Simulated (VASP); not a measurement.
# InAs (F-43m) in VASP: further runs

Aim: see how the results for InAs move with the level of theory and the settings. Levels: PBE+rVV10, PBE+TS, PBE+MBD. Tasks: relaxation of cell and atoms.

Everything below comes from runs of VASP 6.6.1. Logs are shortened: lines on timing, memory, paths and dates and some standing lists are left out, and cuts for length are marked.

### Step 1. The crystal as given

It takes space group F-43m (No. 216, cubic). The conventional cell has a = 6.036 Å, b = 6.036 Å, c = 6.036 Å, α = 90.00°, β = 90.00°, γ = 90.00°. In (site symmetry -43m) has 4 As at 2.61 Å as nearest neighbours. As (site symmetry -43m) is surrounded by 4 In at 2.61 Å.

### Step 2. Relaxation of cell and atoms, PBE+rVV10

INCAR

```
SYSTEM = InAs
  ALGO = Normal
  BPARAM = 10.0
  CPARAM = 0.0093
  EDIFF = 1E-6
  EDIFFG = -0.02
  ENCUT = 600
  GGA = PE
  IBRION = 2
  ISIF = 3
  ISMEAR = -1
  IVDW_NL = 2
  LASPH = .True.
  LCHARG = .False.
  LREAL = .False.
  LUSE_VDW = .True.
  LWAVE = .False.
  NELM = 60
  NSW = 60
  PREC = Accurate
  SIGMA = 0.05
```

KPOINTS

```
k-points
0
Gamma
  8 8 8
  0 0 0
```

POSCAR

```
InAs
1.0
    0.0000000000      3.0180000000      3.0180000000
    3.0180000000      0.0000000000      3.0180000000
    3.0180000000      3.0180000000      0.0000000000
In As
1 1
Direct
    0.0000000000      0.0000000000      0.0000000000
    0.7500000000      0.7500000000      0.7500000000
```

Potentials or basis: VASP PAW PBE potentials, release 64 (In_d, As).

Run with:

```console
cat potpaw_PBE.64/In_d/POTCAR potpaw_PBE.64/As/POTCAR > POTCAR
mpirun -np 1 vasp_std > vasp.out
```

OUTCAR:

```text
SYSTEM = InAs
   BPARAM = 10.0
   EDIFF = 1E-6
   EDIFFG = -0.02
   ENCUT = 600
   GGA = PE
   IBRION = 2
   ISIF = 3
   ISMEAR = -1
   IVDW_NL = 2
   LASPH = .True.
   LREAL = .False.
   NELM = 60
   NSW = 60
   PREC = Accurate

 ion  position               nearest neighbor table
   1  0.000  0.000  0.000-   2 2.61   2 2.61   2 2.61   2 2.61
   2  0.750  0.750  0.750-   1 2.61   1 2.61   1 2.61   1 2.61

  LATTYP: Found a face centered cubic cell.
 ALAT       =     6.0360000000

  Lattice vectors:

 A1 = (   0.0000000000,   3.0180000000,   3.0180000000)
 A2 = (   3.0180000000,   0.0000000000,   3.0180000000)
 A3 = (   3.0180000000,   3.0180000000,   0.0000000000)

Analysis of symmetry for initial positions (statically):
=====================================================================
 Subroutine PRICEL returns:
 Original cell was already a primitive cell.

 Routine SETGRP: Setting up the symmetry group for a
 face centered cubic supercell.

 Subroutine GETGRP returns: Found 24 space group operations
 (whereof 24 operations were pure point group operations)
 out of a pool of 48 trial point group operations.

The static configuration has the point symmetry T_d .

Analysis of symmetry for dynamics (positions and initial velocities):
=====================================================================
 Subroutine PRICEL returns:
 Original cell was already a primitive cell.

 Routine SETGRP: Setting up the symmetry group for a
 face centered cubic supercell.

 Subroutine GETGRP returns: Found 24 space group operations
 (whereof 24 operations were pure point group operations)
 out of a pool of 48 trial point group operations.

The dynamic configuration has the point symmetry T_d .

 Subroutine INISYM returns: Found 24 space group operations
 (whereof 24 operations are pure point group operations),
 and found     1 'primitive' translations

----------------------------------------------------------------------------------------

                                     Primitive cell

  volume of cell :      54.9778

  direct lattice vectors                    reciprocal lattice vectors
     0.000000000  3.018000000  3.018000000    -0.165672631  0.165672631  0.165672631
     3.018000000  0.000000000  3.018000000     0.165672631 -0.165672631  0.165672631
     3.018000000  3.018000000  0.000000000     0.165672631  0.165672631 -0.165672631

  length of vectors
     4.268096531  4.268096531  4.268096531     0.286953414  0.286953414  0.286953414

  position of ions in fractional coordinates (direct lattice)
     0.000000000  0.000000000  0.000000000
     0.750000000  0.750000000  0.750000000

  ion indices of the primitive-cell ions
   primitive index   ion index
                 1           1
                 2           2

----------------------------------------------------------------------------------------

 KPOINTS: k-points

Automatic generation of k-mesh.
 Grid dimensions read from file:
 generate k-points for:    8    8    8

 Generating k-lattice:

  Cartesian coordinates                     Fractional coordinates (reciprocal lattice)
    -0.020709079  0.020709079  0.020709079     0.125000000  0.000000000  0.000000000
     0.020709079 -0.020709079  0.020709079     0.000000000  0.125000000  0.000000000
     0.020709079  0.020709079 -0.020709079     0.000000000  0.000000000  0.125000000

  Length of vectors
     0.035869177  0.035869177  0.035869177

  Shift w.r.t. Gamma in fractional coordinates (k-lattice)
     0.000000000  0.000000000  0.000000000

 Subroutine IBZKPT returns following result:
 ===========================================

 Found     29 irreducible k-points:

 Following reciprocal coordinates:
            Coordinates               Weight
  0.000000  0.000000  0.000000      1.000000
  0.125000  0.000000  0.000000      8.000000
  0.250000  0.000000  0.000000      8.000000
  0.375000  0.000000  0.000000      8.000000
  0.500000  0.000000  0.000000      4.000000
  0.125000  0.125000  0.000000      6.000000
[... 16 lines left out ...]
  0.500000  0.250000  0.125000     48.000000
 -0.375000  0.250000  0.125000     24.000000
 [... further k-points ...]
   k-points           NKPTS =     29   k-points in BZ     NKDIM =     29   number of bands    NBANDS=     13
   number of dos      NEDOS =    301   number of ions     NIONS =      2
   total plane-waves  NPLWV =  46656
   dimension x,y,z NGX =    36 NGY =   36 NGZ =   36
   dimension x,y,z NGXF=    72 NGYF=   72 NGZF=   72
   ions per type =               1   1
   NGX,Y,Z   is equivalent  to a cutoff of  14.02, 14.02, 14.02 a.u.
   NGXF,Y,Z  is equivalent  to a cutoff of  28.04, 28.04, 28.04 a.u.
 SYSTEM =  InAs
   PREC   = accura    normal or accurate (medium, high low for compatibility)
   ISTART =      0    job   : 0-new  1-cont  2-samecut
   ICHARG =      2    charge: 1-file 2-atom 10-const
   ISPIN  =      1    spin polarized calculation?
   LNONCOLLINEAR =      F non collinear calculations
[... 52 lines left out ...]
  ext. energy  EPLUGINS =         0.00000000
  ---------------------------------------------------
  free energy    TOTEN  =        -6.99761847 eV

  energy without entropy =       -6.99707570  energy(sigma->0) =       -6.99734708

 E-fermi :   4.5939     XC(G=0):  -9.2036

 val. band max:        4.5462048826   @ k =   0.0000   0.0000   0.0000
 cond. band min:       5.4749812682   @ k =   0.5000   0.0000   0.0000
 fundamental gap:      0.9287763855
 Fermi energy:         4.5938784558

 k-point     1 :       0.0000    0.0000    0.0000
  band No.  band energies     occupation
      1      -9.8365      2.00000
      2      -9.8365      2.00000
      3      -9.8365      2.00000
      4      -9.7074      2.00000
      5      -9.7074      2.00000
      6      -7.3604      2.00000
      7       4.3469      1.98579
      8       4.5462      1.44363
      9       4.5462      1.44363
     10       4.5462      1.44363
     11       8.4350      0.00000
     12       8.4350      0.00000
     13       8.4350      0.00000

 k-point     2 :       0.1250    0.0000    0.0000
  band No.  band energies     occupation
      1      -9.8573      2.00000
      2      -9.8305      2.00000
      3      -9.8305      2.00000
      4      -9.7076      2.00000
      5      -9.7076      2.00000
      6      -7.1966      2.00000
      7       2.6520      2.00000
      8       4.3512      1.98451
      9       4.3512      1.98451
     10       5.6446      0.00000
     11       8.5744      0.00000
     12       8.7181      0.00000
     13       8.7181      0.00000
[... 401 lines left out ...]
 VOLUME and BASIS-vectors are now :
 -----------------------------------------------------------------------------
  energy-cutoff  :      600.00
  volume of cell :       59.92
      direct lattice vectors                 reciprocal lattice vectors
    -0.000000000  3.105884409  3.105884409    -0.160984742  0.160984742  0.160984742
     3.105884409  0.000000000  3.105884409     0.160984742 -0.160984742  0.160984742
     3.105884409  3.105884409  0.000000000     0.160984742  0.160984742 -0.160984742

 POSITION                                       TOTAL-FORCE (eV/Angst)
 -----------------------------------------------------------------------------------
      0.00000      0.00000      0.00000         0.000000      0.000000      0.000000
      4.65883      4.65883      4.65883        -0.000000     -0.000000     -0.000000
 -----------------------------------------------------------------------------------
    total drift:                                0.000000      0.000000      0.000000

  FREE ENERGIE OF THE ION-ELECTRON SYSTEM (eV)
  ---------------------------------------------------
  free  energy   TOTEN  =        -7.0257536578 eV

  energy  without entropy=       -7.0251554108  energy(sigma->0) =       -7.02545453

--------------------------------------- Ionic step        3  -------------------------------------------

 number of electron      17.9999997 magnetization

 Free energy of the ion-electron system (eV)
  ---------------------------------------------------
  ext. energy  EPLUGINS =         0.00000000
  ---------------------------------------------------
  free energy    TOTEN  =        -7.03237605 eV

  energy without entropy =       -7.03179708  energy(sigma->0) =       -7.03208656

 E-fermi :   4.0151     XC(G=0):  -8.9507

 val. band max:        3.9633734498   @ k =   0.0000   0.0000   0.0000
 cond. band min:       4.7654899035   @ k =   0.5000   0.0000   0.0000
 fundamental gap:      0.8021164537
 Fermi energy:         4.0151243172

 k-point     1 :       0.0000    0.0000    0.0000
  band No.  band energies     occupation
      1     -10.3083      2.00000
      2     -10.3083      2.00000
      3     -10.3083      2.00000
      4     -10.2024      2.00000
      5     -10.2024      2.00000
      6      -7.5739      2.00000
      7       3.4656      1.99997
      8       3.9634      1.47578
      9       3.9634      1.47578
     10       3.9634      1.47577
     11       7.8236      0.00000
     12       7.8236      0.00000
     13       7.8236      0.00000

 k-point     2 :       0.1250    0.0000    0.0000
  band No.  band energies     occupation
      1     -10.3241      2.00000
      2     -10.3034      2.00000
      3     -10.3034      2.00000
      4     -10.2025      2.00000
      5     -10.2025      2.00000
      6      -7.4272      2.00000
      7       2.0241      2.00000
      8       3.7871      1.97931
      9       3.7871      1.97931
     10       4.8819      0.00000
     11       7.9170      0.00000
     12       8.0858      0.00000
     13       8.0858      0.00000
[... 365 lines left out ...]
 VOLUME and BASIS-vectors are now :
 -----------------------------------------------------------------------------
  energy-cutoff  :      600.00
  volume of cell :       58.32
      direct lattice vectors                 reciprocal lattice vectors
    -0.000000000  3.078037845  3.078037845    -0.162441148  0.162441148  0.162441148
     3.078037845  0.000000000  3.078037845     0.162441148 -0.162441148  0.162441148
     3.078037845  3.078037845  0.000000000     0.162441148  0.162441148 -0.162441148

 POSITION                                       TOTAL-FORCE (eV/Angst)
 -----------------------------------------------------------------------------------
      0.00000      0.00000      0.00000         0.000000      0.000000      0.000000
      4.61706      4.61706      4.61706        -0.000000     -0.000000     -0.000000
 -----------------------------------------------------------------------------------
    total drift:                                0.000000      0.000000      0.000000

  FREE ENERGIE OF THE ION-ELECTRON SYSTEM (eV)
  ---------------------------------------------------
  free  energy   TOTEN  =        -7.0323760457 eV

  energy  without entropy=       -7.0317970775  energy(sigma->0) =       -7.03208656

 reached required accuracy - stopping structural energy minimisation
```

It took 2.5 min on 1 thread of AMD EPYC 9R14 (Zen 4), shared host; peak memory 0.37 GiB.

Results:

| Item | Value |
| --- | --- |
| Free energy | -7.0324 eV |
| Relaxed volume | 29.16 Å³/atom |
| Relaxed cell | a = 4.353 Å, b = 4.353 Å, c = 4.353 Å, α = 60.00°, β = 60.00°, γ = 60.00° |
| Space group after relaxing (to 0.05 Å) | F-43m (No. 216) |
| Energy gained by relaxing | 17.4 meV/atom |
| Ionic steps | 3 |
| Pressure after relaxing | 0.0 GPa |
| Band gap on the k mesh | none (metal or under the smearing width) |

The path:
```
step  energy change (eV)  largest force (eV/Å)  pressure (GPa)  volume (Å³)
   1              0.0000                0.0000            3.52        54.98
   2             -0.0281                0.0000           -1.33        59.92
   3             -0.0348                0.0000            0.02        58.32
```

Final structure:
```yaml
crystal:
  lattice:
    - [0.00000, 3.07804, 3.07804]
    - [3.07804, 0.00000, 3.07804]
    - [3.07804, 3.07804, 0.00000]
  atoms:
    - { symbol: In, position: [0.00000, 0.00000, 0.00000] }
    - { symbol: As, position: [0.75000, 0.75000, 0.75000] }
```

Levels at points of the mesh, in eV from the Fermi level:
```
           k point  band 5  band 6  band 7  band 8  band 9  band 10  band 11  band 12  band 13
(0.00, 0.00, 0.00)  -14.22  -11.59   -0.55   -0.05   -0.05    -0.05     3.81     3.81     3.81
(0.50, 0.00, 0.00)  -14.21  -10.27   -5.57   -0.97   -0.97     0.75     4.56     4.56     6.60
(0.50, 0.50, 0.00)  -14.20   -9.79   -5.68   -2.21   -2.21     1.49     1.94     8.71     8.83
```

Caveat: pairwise dispersion overbinds metals, which lowers pressure and volume; this crystal is a semiconductor, whose small gap the functional closes, so the metal is an error of the method.

### Step 3. Relaxation of cell and atoms, PBE+TS

INCAR

```
SYSTEM = InAs
PREC = Accurate
ENCUT = 600
EDIFF = 1E-6
ISMEAR = -1
SIGMA = 0.05
LREAL = .FALSE.
LASPH = .TRUE.
NELM = 60
ALGO = Fast
ISIF = 3
LWAVE = .FALSE.
LCHARG = .FALSE.
GGA = PE
IVDW = 2
IBRION = 2
NSW = 40
EDIFFG = -0.005
```

KPOINTS

```
Automatic mesh
0
G
  8 8 8
  0 0 0
```

POSCAR is that of step 2.

Potentials or basis: VASP PAW PBE potentials, release 64 (In_d, As).

Run with:

```console
cat potpaw_PBE.64/In_d/POTCAR potpaw_PBE.64/As/POTCAR > POTCAR
mpirun -np 1 vasp_std > vasp.out
```

Run time: 96 s. Hardware: 1 thread of AMD EPYC 9R14 (Zen 4), shared host; peak memory 0.19 GiB.

Results (log left out):

```yaml
Free_energy: -8.3762 eV
Relaxed_volume: 28.59 Å³/atom
Relaxed_cell: a = 4.324 Å, b = 4.324 Å, c = 4.324 Å, α = 60.00°, β = 60.00°, γ = 60.00°
Space_group_after_relaxing_to_0.05_Å: F-43m (No. 216)
Energy_gained_by_relaxing: 8.9 meV/atom
Ionic_steps: 4
Pressure_after_relaxing: 0.0 GPa
Band_gap_on_the_k_mesh: none (metal or under the smearing width)
Hirshfeld_charges: In +0.19; As -0.19 e
Dispersion_energy_per_atom: -0.336 eV
```

The path:
```
step  energy change (eV)  largest force (eV/Å)  pressure (GPa)  volume (Å³)
   1              0.0000                0.0000            2.66        54.98
   2             -0.0111                0.0000           -1.47        58.69
   3             -0.0179                0.0000           -0.05        57.22
   4             -0.0179                0.0000            0.03        57.18
```

Final structure:
```cif
data_structure
_symmetry_space_group_name_H-M 'P 1'
_symmetry_Int_Tables_number 1
_cell_length_a 4.3243
_cell_length_b 4.3243
_cell_length_c 4.3243
_cell_angle_alpha 60.000
_cell_angle_beta 60.000
_cell_angle_gamma 60.000
_cell_volume 57.18
loop_
_atom_site_label
_atom_site_type_symbol
_atom_site_fract_x
_atom_site_fract_y
_atom_site_fract_z
_atom_site_occupancy
In1 In 0.00000 0.00000 0.00000 1
As1 As 0.75000 0.75000 0.75000 1
```

Levels at points of the mesh, in eV from the Fermi level:
| k point | band 5 | band 6 | band 7 | band 8 | band 9 | band 10 | band 11 | band 12 | band 13 |
| --- | --- | --- | --- | --- | --- | --- | --- | --- | --- |
| (0.00, 0.00, 0.00) | -14.26 | -11.70 | -0.42 | -0.05 | -0.05 | -0.05 | 3.84 | 3.84 | 3.84 |
| (0.50, 0.00, 0.00) | -14.26 | -10.33 | -5.65 | -0.99 | -0.99 | 0.83 | 4.61 | 4.61 | 6.76 |
| (0.50, 0.50, 0.00) | -14.24 | -9.83 | -5.75 | -2.26 | -2.26 | 1.55 | 2.00 | 8.92 | 8.99 |

Caveat: atom-pairwise D2, TS and ULG terms overbind metals; pairwise dispersion overbinds metals, which lowers pressure and volume; this crystal is a semiconductor, whose small gap the functional closes, so the metal is an error of the method.

### Step 4. Relaxation of cell and atoms, PBE+MBD

Changes to INCAR since step 3:

```diff
@@ -14,3 +14,3 @@
 GGA = PE
-IVDW = 2
+IVDW = 202
 IBRION = 2
```

KPOINTS is that of step 3.

POSCAR is that of step 3.

Run with:

```console
cat potpaw_PBE.64/In_d/POTCAR potpaw_PBE.64/As/POTCAR > POTCAR
mpirun -np 1 vasp_std > vasp.out
```

It took 1.7 min on 1 thread of AMD EPYC 9R14 (Zen 4), shared host; peak memory 0.2 GiB.

Results (log left out):

```yaml
Free_energy: -8.2600 eV
Relaxed_volume: 28.75 Å³/atom
Relaxed_cell: a = 4.332 Å, b = 4.332 Å, c = 4.332 Å, α = 60.00°, β = 60.00°, γ = 60.00°
Space_group_after_relaxing_to_0.05_Å: F-43m (No. 216)
Energy_gained_by_relaxing: 10.0 meV/atom
Ionic_steps: 3
Pressure_after_relaxing: 0.0 GPa
Band_gap_on_the_k_mesh: none (metal or under the smearing width)
Hirshfeld_charges: In +0.19; As -0.19 e
Dispersion_energy_per_atom: -0.276 eV
```

The path:
```tsv
step	energy change (eV)	largest force (eV/Å)	pressure (GPa)	volume (Å³)
1	0.0000	0.0000	2.64	54.98
2	-0.0161	0.0000	-1.04	58.67
3	-0.0199	0.0000	-0.02	57.49
```

Final structure:
```
In As
1.0
     0.00000    3.06335    3.06335
     3.06335    0.00000    3.06335
     3.06335    3.06335    0.00000
In As
1 1
Cartesian
  0.0000 0.0000 0.0000
  4.5950 4.5950 4.5950
```

Levels at points of the mesh, in eV from the Fermi level:
| k point | band 6 | band 7 | band 8 | band 9 | band 10 | band 11 | band 12 | band 13 |
| --- | --- | --- | --- | --- | --- | --- | --- | --- |
| (0.00, 0.00, 0.00) | -11.67 | -0.45 | -0.05 | -0.05 | -0.05 | 3.84 | 3.84 | 3.84 |
| (0.50, 0.00, 0.00) | -10.31 | -5.62 | -0.98 | -0.98 | 0.82 | 4.60 | 4.60 | 6.75 |
| (0.50, 0.50, 0.00) | -9.81 | -5.72 | -2.24 | -2.24 | 1.56 | 2.00 | 8.89 | 8.95 |

Caveat: pairwise dispersion overbinds metals, which lowers pressure and volume; this crystal is a semiconductor, whose small gap the functional closes, so the metal is an error of the method. Zero-point motion and thermal expansion aren't in these numbers.

### Step 5. For comparison

An earlier run on the cell as given: functional PBE; potentials or basis VASP PAW PBE potentials, release 64 (In_d, As); cutoff 520 eV; k mesh 8 × 8 × 8; occupations fermi-dirac, width 0.05 eV; no spin polarisation.

* Pressure: 4.4 GPa
* Band gap on the k mesh: none (metal or under the smearing width)

### Step 6. Overview

```csv
task,level,cell,cutoff (eV),gap on the mesh (eV),pressure (GPa),relaxed volume (Å³/atom)
relaxation of cell and atoms,PBE+rVV10,relaxed,600,none,0.0,29.16
relaxation of cell and atoms,PBE+TS,relaxed,600,none,0.0,28.59
relaxation of cell and atoms,PBE+MBD,relaxed,600,none,0.0,28.75
single point,PBE,as given,520,none,4.4,-
```

Alike in all rows: potentials or basis VASP PAW PBE potentials, release 64 (In_d, As); no spin polarisation; k mesh 8 × 8 × 8; smearing fermi-dirac 0.05 eV.

Caveats: this crystal is a semiconductor, whose small gap the functional closes, so the metal is an error of the method; pairwise dispersion overbinds metals, which lowers pressure and volume (some runs); atom-pairwise D2, TS and ULG terms overbind metals (some runs).

Absolute energies hang on the potentials; compare differences alone.
